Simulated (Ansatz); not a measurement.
# MnO (P-6m2) in Ansatz: settings compared

One crystal, MnO, is run at these levels: B3LYP, HSE06, HSE03, HSEsol; tasks: relaxation of cell and atoms.

All numbers are computed with Ansatz 0.2.0; they aren't measurements. Logs are shortened: lines on timing, memory, paths and dates and some standing lists are left out, and cuts for length are marked.

## Step 1: The crystal as given

The structure is hexagonal, space group P-6m2 (No. 187). The conventional cell has a = 2.969 Å, b = 2.969 Å, c = 2.898 Å, α = 90.00°, β = 90.00°, γ = 120.00°. Around Mn (site symmetry -6m2) lie 6 O at 2.24 Å. O (site symmetry -6m2) is surrounded by 6 Mn at 2.24 Å.

Measurements of this composition are mostly on another form, of space group No. 225.

## Step 2: Relaxation of cell and atoms, B3LYP, collinear spin, ferromagnetic start

input

```
crystal:
  lattice:
    - [2.96948591, 0.0, 0.0]
    - [-1.48474296, 2.57165023, 0.0]
    - [0.0, 0.0, 2.89807113]
  atoms:
    - { symbol: Mn, position: [0.0, 0.0, 0.0], spin: 4.0 }
    - { symbol: O, position: [0.6666666667, 0.3333333333, 0.5] }
hamiltonian:
  xc: b3lyp
  pseudopotentials: { kind: paw }
magnetization:
  spin_polarized: true
kpoints:
  mp_grid: { grid: [5, 5, 5] }
scf:
  occupations: { method: fermi_dirac, width: 0.05 }
output:
  forces: true
  stress: true
  eigenvalues: true
relax:
  f_tol: 0.01
  max_steps: 40
  cell: { stress_tol: 0.05 }
```

Potentials or basis: Ansatz PAW.

The program printed:

```text
GPUs: using 1 of 1 available (devices: 1).
Engine: ansatz 0.2.0, x86_64-unknown-linux-gnu
Pseudopotentials: kind: paw
Pseudopotential: Mn, paw, valence charge 15, recommended cutoff 420 eV (normal), Mn.paw.azcp
Pseudopotential: O, paw, valence charge 6, recommended cutoff 420 eV (normal), O.paw.azcp
Functional definition: B3LYP
  parameter a0 = 0.2
  parameter ax = 0.72
  parameter ac = 0.81
  exchange = (1 - a0 - ax)*slater_x + ax*b88_x + a0*exact_x
  correlation = (1 - ac)*vwn_rpa_c + ac*lyp_c
device memory: the entry about to start is reckoned to put 0.7 GiB on a device that reports 65.2 GiB free (of which the cap on the GPU budget leaves the run 18.0 GiB)
GPU FFT provider: cuFFT
GPU libraries: cuBLAS 13.8.2, cuFFT 12.4.0, cuSOLVER 12.3.4
Crystal: 2 atoms, lattice volume = 22.131 Å³
Basis set: ecut = 420 eV, 405 PW (Γ), exchange–correlation on 40×40×40 points (8 copies of the dense FFT grid, shifted against one another)
Bands: 17, of which v1, the nominal top of the filled ones, is band 11 counted from 1 (10 counted from 0)
Symmetry: 12 space group operations
Space group: P-6m2 (ITA 187), of the structure as read, at distance tolerance 2.8e-5 Å
Magnetic group: BNS 187.209 (UNI 1439), of the structure as read, at distance tolerance 2.8e-5 Å
k-points: 15 of 125 (time reversal used)
Non-local potential: Mn, projectors of the file, l = 0: 3, l = 1: 2, l = 2: 3, l = 3: 1
Non-local potential: O, projectors of the file, l = 0: 2, l = 1: 2, l = 2: 1
PAW form: soft (Blöchl's): semilocal exchange-correlation on the pseudo side does not see the compensation charge
PAW frozen core: Mn, regenerated for the run's functional, and the local potential with it (the file was generated under x = pbe(κ = 0.804, μ = 0.2195149727645171), c = pbe(β = 0.06672455060314922))
PAW frozen core: O, regenerated for the run's functional, and the local potential with it (the file was generated under x = pbe(κ = 0.804, μ = 0.2195149727645171), c = pbe(β = 0.06672455060314922))
PAW one-centre angular grid: Mn, 590 points (default); XC on 64 Gauss nodes
PAW one-centre angular grid: O, 110 points (default); XC on 64 Gauss nodes
Initial density: superposition of atomic densities (chi_scale 0.1, normalization cell, long waves kept (reshape's long-wave potential 0.00 eV rms))
Starting moments: Σ|m| = 4 μB on 1 of 2 sites
Initial wavefunctions: pseudopotential atomic-orbital guess
GPU buffer pool allocated for 8000 grid points (all kernels)
GPU transforms: local potential and band sums: pruned to the plane-wave sphere, on 20×20×20
Functional: x = 0.1 slater + 0.9 b88, c = 0.19 vwn_rpa + 0.81 lyp, warm-up for x = 0.08 slater + 0.72 b88 + 0.2 exact, c = 0.19 vwn_rpa + 0.81 lyp
SCF iter   1: F=—  HF=-4476.795437 eV  |F-HF|=—  |Δ(HF+E_count)|=         —  Δρ=2.52e-1 (↑1.56e-1 ↓2.52e-1)  dr2=3.55e1  dr2_m=9.00e-1  M=2.783 μB ∫|m|=2.876 μB  β_m=0.30  ethr=1.00e-1  ⟨swp⟩=5.8  Hψ=1527  notcnv=0
preconditioner: auto → none  [metal: Δε(μ)=0.089 eV  Ē_g=12.884 eV  σ=0.050 eV  W_gap=0.42  n_scr=8 (ndim 8)  ℏωp=28.5 eV  f_vac=0.000  D(μ)=1.43/eV (n_scr^D=20)  sad-step TF]
iter 2 solved again at ethr=6.47e-3 eV; its pass at ethr=1.00e-1 eV (dr2=1.36e0 eV) is discarded
SCF iter   2: F=—  HF=-4473.711563 eV  |F-HF|=—  |Δ(HF+E_count)|=    3.08e0  Δρ=6.57e-2 (↑6.57e-2 ↓6.35e-2)  dr2=1.40e0  dr2_m=4.12e-1  M=4.346 μB ∫|m|=4.346 μB  β_m=1.00  ethr=6.47e-3  ⟨swp⟩=3.7  Hψ=2232  notcnv=0  defer=6
SCF iter   3: F=—  HF=-4473.427794 eV  |F-HF|=—  |Δ(HF+E_count)|=   2.84e-1  Δρ=2.24e-2 (↑2.24e-2 ↓1.78e-2)  dr2=2.16e-1  dr2_m=1.04e-2  M=4.437 μB ∫|m|=4.437 μB  β_m=1.00  ethr=6.47e-3  ⟨swp⟩=2.5  Hψ=1038  notcnv=0  defer=4
SCF iter   4: F=—  HF=-4473.522282 eV  |F-HF|=—  |Δ(HF+E_count)|=   9.45e-2  Δρ=9.75e-3 (↑8.89e-3 ↓9.75e-3)  dr2=3.40e-2  dr2_m=3.04e-3  M=4.367 μB ∫|m|=4.367 μB  β_m=0.30  ethr=1.03e-3  ⟨swp⟩=3.6  Hψ=1408  notcnv=0  defer=6
Mixer restart at iter 4: flushing history
spin-set hold released at iteration 4 (site moments contracting): the magnetisation degrees of freedom join the quasi-Newton model from the next iteration; the mixer history was flushed
SCF iter   5: F=—  HF=-4473.597811 eV  |F-HF|=—  |Δ(HF+E_count)|=   7.55e-2  Δρ=6.24e-3 (↑5.25e-3 ↓6.24e-3)  dr2=1.33e-2  dr2_m=1.72e-3  M=4.449 μB ∫|m|=4.449 μB  β_m=0.52  ethr=1.62e-4  ⟨swp⟩=3.0  Hψ=1117  notcnv=0
SCF iter   6: F=—  HF=-4473.661568 eV  |F-HF|=—  |Δ(HF+E_count)|=   6.38e-2  Δρ=5.26e-3 (↑4.84e-3 ↓5.26e-3)  dr2=1.42e-2  dr2_m=1.04e-3  M=4.442 μB ∫|m|=4.442 μB  β_m=0.65  ethr=6.33e-5  ⟨swp⟩=3.2  Hψ=1402  notcnv=0  defer=2
SCF iter   7: F=—  HF=-4473.685201 eV  |F-HF|=—  |Δ(HF+E_count)|=   2.36e-2  Δρ=7.71e-3 (↑4.46e-3 ↓7.71e-3)  dr2=1.57e-2  dr2_m=4.04e-3  M=4.554 μB ∫|m|=4.554 μB  β_m=0.68  ethr=6.33e-5  ⟨swp⟩=3.7  Hψ=1475  notcnv=0  defer=1
SCF iter   8: F=—  HF=-4473.683974 eV  |F-HF|=—  |Δ(HF+E_count)|=   1.23e-3  Δρ=6.30e-3 (↑6.30e-3 ↓4.14e-3)  dr2=4.60e-3  dr2_m=4.37e-3  M=4.583 μB ∫|m|=4.583 μB  β_m=0.71  ethr=6.33e-5  ⟨swp⟩=3.1  Hψ=1189  notcnv=0
SCF iter   9: F=—  HF=-4473.683653 eV  |F-HF|=—  |Δ(HF+E_count)|=   3.21e-4  Δρ=1.11e-3 (↑1.11e-3 ↓4.27e-4)  dr2=1.30e-4  dr2_m=9.67e-5  M=4.608 μB ∫|m|=4.608 μB  β_m=0.83  ethr=2.19e-5  ⟨swp⟩=3.0  Hψ=1180  notcnv=0
SCF iter  10: F=—  HF=-4473.683671 eV  |F-HF|=—  |Δ(HF+E_count)|=   1.77e-5  Δρ=2.64e-4 (↑2.64e-4 ↓1.91e-4)  dr2=2.09e-6  dr2_m=9.58e-6  M=4.608 μB ∫|m|=4.608 μB  β_m=0.82  ethr=6.18e-7  ⟨swp⟩=3.0  Hψ=991  notcnv=0
SCF iter  11: F=—  HF=-4473.683677 eV  |F-HF|=—  |Δ(HF+E_count)|=   6.13e-6  Δρ=4.79e-5 (↑4.79e-5 ↓4.58e-5)  dr2=3.31e-8  dr2_m=4.17e-7  M=4.612 μB ∫|m|=4.612 μB  β_m=0.91  ethr=9.95e-9  ⟨swp⟩=4.1  Hψ=1324  notcnv=0
[... 393 lines left out ...]
iter 1 solved again at ethr=2.75e-10 eV; its pass at ethr=1.00e-1 eV (dr2=5.77e-8 eV) is discarded
SCF iter   1: F=—  HF=-4474.705717 eV  |F-HF|=—  |Δ(HF+E_count)|=         —  Δρ=1.19e-5 (↑1.19e-5 ↓1.08e-5)  dr2=1.57e-8  dr2_m=1.15e-9  M=5.000 μB ∫|m|=5.000 μB  β_m=0.30  ethr=2.75e-10  ⟨swp⟩=11.3  Hψ=2785  notcnv=0  reapply=5
preconditioner: auto → none  [insulator: Δε(μ)=1.780 eV  Ē_g=16.174 eV  σ=0.050 eV  W_gap=1.00  n_scr=8 (ndim 8)  ℏωp=28.0 eV  f_vac=0.000  D(μ)=0.00/eV (n_scr^D=0)]
SCF iter   2: F=—  HF=-4474.705717 eV  |F-HF|=—  |Δ(HF+E_count)|=   2.86e-8  Δρ=8.24e-6 (↑8.24e-6 ↓7.17e-6)  dr2=6.55e-9  dr2_m=7.42e-10  M=5.000 μB ∫|m|=5.000 μB  β_m=0.53  ethr=7.36e-11  ⟨swp⟩=3.6  Hψ=1013  notcnv=0  defer=57
iter 3 solved again at ethr=2.39e-12 eV; its pass at ethr=3.11e-11 eV (dr2=5.02e-10 eV) is discarded
SCF iter   3: F=—  HF=-4474.705717 eV  |F-HF|=—  |Δ(HF+E_count)|=   7.97e-9  Δρ=1.60e-6 (↑1.60e-6 ↓1.44e-6)  dr2=5.06e-10  dr2_m=5.43e-11  M=5.000 μB ∫|m|=5.000 μB  β_m=0.61  ethr=2.39e-12  ⟨swp⟩=3.9  Hψ=2216  notcnv=0  defer=21
SCF iter   4: F=—  HF=-4474.705717 eV  |F-HF|=—  |Δ(HF+E_count)|=  6.87e-10  Δρ=1.03e-6 (↑7.71e-7 ↓1.03e-6)  dr2=6.66e-10  dr2_m=5.72e-12  M=5.000 μB ∫|m|=5.000 μB  β_m=0.53  ethr=2.38e-12  ⟨swp⟩=4.7  Hψ=1225  notcnv=0  defer=35
SCF iter   5: F=—  HF=-4474.705717 eV  |F-HF|=—  |Δ(HF+E_count)|=  2.07e-10  Δρ=2.46e-7 (↑1.44e-7 ↓2.46e-7)  dr2=2.88e-11  dr2_m=1.97e-12  M=5.000 μB ∫|m|=5.000 μB  β_m=0.71  ethr=2.38e-12  ⟨swp⟩=4.4  Hψ=1035  notcnv=0  defer=21
SCF iter   6: F=-4474.705717 eV  HF=-4474.705717 eV  |F-HF|=0.00e0  |Δ(HF+E_count)|=    0.00e0  Δρ=7.56e-8 (↑7.56e-8 ↓3.29e-8)  dr2=9.87e-13  dr2_m=2.53e-13  M=5.000 μB ∫|m|=5.000 μB  ethr=1.00e-12  ⟨swp⟩=2.3  Hψ=835  notcnv=0
SCF 25 converged in 6 iterations: F = -4474.705717 eV  dr2 = 9.87e-13
hybrid outer 1: dexx = +3.396e-7 eV, tail = 1.57e-9 eV
GPU FFT provider: cuFFT
GPU libraries: cuBLAS 13.8.2, cuFFT 12.4.0, cuSOLVER 12.3.4
GPU buffer pool allocated for 11520 grid points (all kernels)
GPU transforms: local potential and band sums: pruned to the plane-wave sphere, on 24×24×20
Exchange kernel: α = 0.2000, full range, Wigner–Seitz truncation, v(0) = 6949.9289 eV·Å³, q-mesh 5×5×5, nearest image of the exchange supercell L = 14.05 Å, pair-density grid 15×15×15, without the augmentation charges, whose exchange is taken in its separable form by FFT convolution over the k-point mesh (sized by the pseudopotential files, 18×18×20 at the most), smooth part of the exact exchange by density-matrix convolution in up to 1022.9 MiB of GPU memory as planned if the GPU has room (build and FFT work areas not counted)
Frozen-core exchange: fock
SCF iter   1: F=—  HF=-4474.705717 eV  |F-HF|=—  |Δ(HF+E_count)|=         —  Δρ=6.12e-7 (↑6.12e-7 ↓5.42e-7)  dr2=2.19e-10  dr2_m=2.10e-12  M=5.000 μB ∫|m|=5.000 μB  β_m=0.30  ethr=3.73e-11  ⟨swp⟩=9.2  Hψ=1616  notcnv=0
SCF iter   2: F=-4474.705717 eV  HF=-4474.705717 eV  |F-HF|=8.19e-12  |Δ(HF+E_count)|=  5.37e-11  Δρ=2.35e-7 (↑2.35e-7 ↓1.76e-7)  dr2=1.45e-11  dr2_m=8.71e-13  M=5.000 μB ∫|m|=5.000 μB  ethr=1.02e-12  ⟨swp⟩=4.3  Hψ=1076  notcnv=0  defer=42
SCF 26 converged in 2 iterations: F = -4474.705717 eV  dr2 = 1.45e-11
  Residual-converged pass: ⟨swp⟩=4.0  Hψ=1350  notcnv=0  max |occ|·‖R‖ = 9.7e-9 eV (tolerance 1.0e-8 eV)  dr2=1.41e-11  dr2_m=9.07e-13  dr2_onsite=1.41e-12  max |Δocc| = 3.3e-20
hybrid outer 2: dexx = +1.498e-11 eV, tail = 3.36e-11 eV, Δε = 2.41e-5 eV (about 3.96e-6 eV left of the loop's levels)
this state was not tested for a lower state beside it, because the functional holds exact exchange (a hybrid, or Hartree-Fock), whose exchange loop this test does not read (fock_operator); the stability check (scf.self_checks: high) cannot read this state: a pseudopotential is PAW: the check reads norm-conserving sets alone
relax step   8: F+E_penalty+E_count = -4474.70571694 eV  Δ(F+E_penalty+E_count) = -2.209e-4 eV  max|allowed force component| = 8.818e-18 eV/Å  Δτ_max = 0.0000 Å  P = +0.026 GPa  Ω = 22.927 Å³  stress off target by 3.77e-2 GPa  SCF on the basis re-selected at this cell (its energy is not comparable with the rows above)  (8 SCF iters)
basis re-selected at this cell: Δ(F+E_penalty+E_count) = -2.209e-4 eV, ΔP = +0.001 GPa vs the last step (what re-selecting the basis moved, of the pressure what is left beyond the Pulay correction that the steps carried, after the strain that the cell walked since its last selection, with what the two solves' SCF thresholds leave and, on support functions, any second-order correction that the steps lacked; it is no measure of the basis error at this ecutwfc). This SCF's stress stands 3.77e-2 GPa from its target on what of the cell is left free (relax.cell.stress_tol is 5.00e-2 GPa) and its largest allowed force component is 8.82e-18 eV/Å (relax.f_tol is 1.00e-2 eV/Å): within both
hybrid SCF converged: 2 outer / 8 inner (+0 warm-up), last move |dexx| = 1.50e-11 eV, tail = 3.36e-11 eV
Magnetization: 5.0000 μB (13.0000 up, 8.0000 down)
Absolute magnetization: 5.0005 μB (∫|ρ↑−ρ↓|, with the PAW one-centre terms)
Spin contamination: 0.0035 ħ² per cell (⟨S²⟩ above its minimum at these occupations)
Per-site moments (μB) at R_I (Å): [(4.292780053509235, 0.932883482728391), (0.2555798687799508, 0.932883482728391)]
Free energy (F): -4474.705717 eV
Frozen-core exchange: fock
Harris-Foulkes:  -4474.705717 eV  (|F-HF|=7.28e-12)
Internal energy: -4474.705717 eV  (E = F + TS)
E sigma→0 (E₀):  -4474.705717 eV
Fermi energy:    11.795711 eV
--- Per-component energies (eV) ---
  E_band       = -310.331990
  E_kinetic    = 474.688886
  E_local      = -2312.032347  (includes V_loc(G=0)·N_el)
  E_nonlocal   = 304.135845
  E_hartree    = 929.993038
  E_xc         = -150.590756
  E_vxc        = -191.221850  (∫ρ·V_xc dr)
  E_exx        = -76.270463  (= α·E_x^exact, valence–valence)
  E_paw        = -1434.408971  (= ΣΔE_a)
  E_vpaw       = -293.350201  (= ΣTr[D̂ρ^β])
  E_aug_tail   = 0.002471  (compensation charges beyond the density's cutoff)
  E_ewald      = -2210.093199
  E_core_change = -0.130223  (= ΣΔE_core)
  E_smearing   = -0.000000  (= −TS)
  E_closure    = 0.000000  (closes the sum)
  Σ components = -4474.705717   (vs F -4474.705717, Δ=0.00e0)
--- Forces (eV/Å), atoms counted from 1 ---
  atom   1  Mn    -0.00000000    -0.00000000     0.00000000
  atom   2  O     -0.00000000     0.00000000    -0.00000000
  max |Σ_I F_I| component: 6.36e-18 eV/Å
--- Stress (GPa, compression-positive) ---
        0.037719       0.000000       0.000000
        0.000000       0.037719       0.000000
        0.000000       0.000000       0.002299
  P = ⅓ Tr σ = 0.0259 GPa (0.259 kbar)
--- Band table (eV; the first three rows and the last of 30) ---
  k-point 0 ↑: bands = ["-74.0725", "-41.8380", "-41.8380", "-41.7485", "-9.3671", "5.9648", "5.9648", "6.4654", "8.2103", "8.3236", "8.3236", "10.0734", "10.0734", "12.6220", "27.1294", "27.1294", "27.2025"]
  k-point 1 ↑: bands = ["-74.0688", "-41.8347", "-41.8347", "-41.7886", "-9.0807", "5.3777", "6.1666", "6.1666", "7.8881", "7.8881", "8.0078", "10.1626", "10.1626", "14.3553", "25.0239", "28.1006", "28.1006"]
  k-point 2 ↑: bands = ["-74.0627", "-41.8533", "-41.8293", "-41.8293", "-8.5620", "3.4762", "6.4384", "6.4384", "7.5040", "7.5040", "8.8506", "10.0267", "10.0267", "17.1499", "20.8208", "30.7949", "30.7949"]
  k-point 14 ↓: bands = ["-68.2064", "-35.7298", "-35.6951", "-35.6529", "-7.5051", "5.8438", "6.0597", "7.2309", "14.7328", "16.2818", "17.1057", "17.2311", "17.7237", "20.8183", "22.7993", "25.4889", "26.6483"]
--- Relaxed structure (6 steps of the walk, 6 accepted, 2 SCFs on fresh bases) ---
  F+E_penalty+E_count = -4474.70571694 eV   max|allowed force component| = 8.818e-18 eV/Å   (the final SCF, on the basis selected at the relaxed cell)
  cell:  # Å, volume = 22.9265 Å³
    - [3.069079833227314, 2.983570340980514e-9, -1.8342542309249307e-19]
    - [-1.5345399191975049, 2.6579011003255775, 9.171271170067033e-20]
    - [-1.7901412558330839e-19, -1.358463777452058e-33, 2.8105468880647804]
  atoms:
    - { symbol: Mn, position: [-3.700743415524894e-17, -3.420014109529635e-33, -3.5650649060595545e-35] }
    - { symbol: O, position: [0.6666666666666665, 0.33333333333333326, 0.4999999999999999] }
```

Wall time 1.8 min (1 × NVIDIA H100 80GB HBM3 with 2 threads of AMD EPYC 7R13 (Zen 3), shared host); peak memory 1.7 GiB.

Results:

```yaml
Free_energy: -4474.7057 eV
Relaxed_volume: 11.46 Å³/atom
Relaxed_cell: a = 3.069 Å, b = 3.069 Å, c = 2.811 Å, α = 90.00°, β = 90.00°, γ = 120.00°
Space_group_after_relaxing_to_0.05_Å: P-6m2 (No. 187)
Energy_gained_by_relaxing: 37.8 meV/atom
Ionic_steps: 8
Pressure_after_relaxing: 0.0 GPa
Band_gap_on_the_k_mesh: 1.78 eV, indirect (least direct gap 2.55 eV)
Net_moment: 5.00 μB per cell
Absolute_moment: 5.00 μB per cell
Site_moments: Mn +4.29; O +0.26 μB
```

Step by step:
```tsv
step	energy change (eV)	largest force (eV/Å)	volume (Å³)
1	0.0000	0.0000	22.13
2	-0.0565	0.0000	22.81
3	-0.0704	0.0000	22.76
4	-0.0703	0.0000	22.83
5	-0.0702	0.0000	22.87
6	-0.0754	0.0000	22.87
7	-0.0753	0.0000	22.93
8	-0.0755	0.0000	22.93
```

Final structure:
```
CELL_PARAMETERS angstrom
3.06908 0.00000 0.00000
-1.53454 2.65790 0.00000
0.00000 0.00000 2.81055
ATOMIC_POSITIONS crystal
Mn 0.00000 0.00000 0.00000
O 0.66667 0.33333 0.50000
```

Levels at points of the mesh, in eV from the valence-band top:
Spin up:
```tsv
k point	band 9	band 10	band 11	band 12	band 13	band 14	band 15	band 16	band 17
(0.00, 0.00, 0.00)	-2.63	-2.52	-2.52	-0.77	-0.77	1.78	16.29	16.29	16.36
```
Spin down:
```csv
k point,band 6,band 7,band 8,band 9,band 10,band 11
"(0.00, 0.00, 0.00)",-2.70,-2.70,-2.00,2.44,3.41,5.74
```

Caveat: the k mesh is coarse (spacing up to 0.49 Å⁻¹), so the values aren't converged, least of all with exact exchange; the magnetic or orbital state may not be the lowest; odd divisions of the mesh miss points on the zone boundary, where band edges often lie, so the gap on the mesh can be too wide; the plane-wave basis is chosen anew once the cell has moved, so the energies of steps on either side of that aren't comparable; the pressure holds a Pulay correction of +0.6 GPa for the finite cutoff; a cell with one magnetic atom can't hold antiferromagnetic order, which such compounds often take; the PAW data sets come from PBE, with cores solved anew for the run's functional, which leaves a small shift of forces and pressure. A k mesh can miss the band edges.

(Continued in part 2 of 2.)
